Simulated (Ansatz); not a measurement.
Al2O3: relaxation of cell and atoms with revPBE

Crystal: Al2O3.

```xyz
10
Lattice="4.6138 0.0000 0.0000 0.0000 9.5633 0.0000 0.0000 0.0000 3.1199" Properties=species:S:1:pos:R:3 pbc="T T T"
Al    4.5352    7.8856    0.0000
Al    0.0785    1.6777    0.0000
Al    2.2283    6.4593    1.5599
Al    2.3854    3.1040    1.5599
O     2.3069    4.7816    1.5599
O     0.5704    7.2016    1.5599
O     1.7365    2.4200    0.0000
O     2.8773    7.1433    0.0000
O     0.0000    0.0000    0.0000
O     4.0434    2.3617    1.5599
```

Measurements of this composition are mostly on another form, of space group No. 167.

* Program: Ansatz 0.2.0
* Task: relaxation of cell and atoms
* Functional: revPBE
* Potentials or basis: Ansatz PAW
* Cutoff: 420 eV (not typed: the program's choice for these potentials)
* k mesh: 6 × 3 × 9
* Occupations: fermi-dirac, width 0.05 eV
* Spin: no spin polarisation

| Property | Result |
| --- | --- |
| Relaxed volume | 14.10 Å³/atom |
| Relaxed cell | a = 4.754 Å, b = 9.746 Å, c = 3.044 Å, α = 90.00°, β = 90.00°, γ = 90.00° |
| Space group after relaxing (to 0.05 Å) | Pnnm (No. 58) |
| Energy gained by relaxing | 20.3 meV/atom |
| Ionic steps | 11 |
| Pressure after relaxing | 0.0 GPa |
| Band gap on the k mesh | 3.47 eV, direct |

The path:
```tsv
step	energy change (eV)	largest force (eV/Å)	volume (Å³)
1	0.0000	0.2105	137.66
2	-0.0789	0.1391	139.66
3	-0.1462	0.0934	142.44
4	-0.1767	0.1694	141.63
5	-0.1845	0.0086	141.11
6	-0.1859	0.0234	140.94
7	-0.1869	0.0129	140.66
8	-0.1867	0.0003	140.72
9	-0.2020	0.0011	140.72
10	-0.2017	0.0019	141.04
11	-0.2027	0.0019	141.04
```

Final structure:
```
Al O
1.0
     4.75392    0.00000    0.00000
     0.00000    9.74562    0.00000
     0.00000    0.00000    3.04435
Al O
4 6
Direct
  0.06271 0.82914 0.00000
  0.93729 0.17086 0.00000
  0.56271 0.67086 0.50000
  0.43729 0.32914 0.50000
  0.50000 0.50000 0.50000
  0.23838 0.77170 0.50000
  0.26162 0.27170 0.00000
  0.73838 0.72830 0.00000
  0.00000 0.00000 0.00000
  0.76162 0.22830 0.50000
```

Levels at points of the mesh, in eV from the valence-band top:
```
            k point  band 21  band 22  band 23  band 24  band 25  band 26  band 27  band 28
 (0.00, 0.00, 0.00)    -1.23    -0.51    -0.06     0.00     3.47     5.00     6.47     6.63
(-0.50, 0.00, 0.00)    -0.98    -0.98    -0.02    -0.02     5.85     5.85     6.53     6.53
```

Run time: 36 s on 4 threads of Arm Neoverse V2, with other jobs on the host, peak memory 0.53 GiB.

Caveat: odd divisions of the mesh miss points on the zone boundary, where band edges often lie, so the gap on the mesh can be too wide; the plane-wave basis is chosen anew once the cell has moved, so the energies of steps on either side of that aren't comparable; the pressure holds a Pulay correction of +0.5 GPa for the finite cutoff; the PAW data sets come from PBE, with cores solved anew for the run's functional, which leaves a small shift of forces and pressure. A k mesh can miss the band edges.
